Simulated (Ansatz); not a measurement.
**Sc: equation of state with PBE**

The system is Sc.

```xyz
4
Lattice="-3.0880 3.0880 2.7062 3.0880 -3.0880 2.7062 3.0880 3.0880 -2.7062" Properties=species:S:1:pos:R:3 pbc="T T T"
Sc    1.0112    2.0768    2.7062
Sc    2.0768   -1.0112    2.7062
Sc    1.0112    4.0992    0.0000
Sc    2.0768    1.0112    0.0000
```

This isn't the form of Sc at room conditions, which is hcp.

- Program: Ansatz 0.2.0
- Task: equation of state
- Functional: PBE
- Potentials or basis: Ansatz PAW
- Cutoff: 420 eV
- Density cutoff: 1680 eV
- k mesh: 7 × 7 × 7
- Occupations: fermi-dirac, width 0.05 eV
- Spin: no spin polarisation

```json
{"Equilibrium volume": "25.89 Å³/atom", "Bulk modulus at fixed shape and positions": "47 GPa", "Pressure derivative of the bulk modulus": "3.3"}
```

Energy against volume, from the lowest point:
```csv
volume (Å³/atom),energy (meV/atom)
24.258,16.28
24.774,7.36
25.290,2.03
25.806,0.00
26.322,1.00
26.839,4.79
27.355,11.14
```

All runs of the series together: 43 s on 2 threads of Intel(R) Xeon(R) Processor @ 2.50GHz (Skylake/Cascade Lake), on a shared host.

Caveat: the cell was scaled at fixed shape and fractional positions, which overstates the stiffness of a crystal with free parameters, most of all of layers and chains.
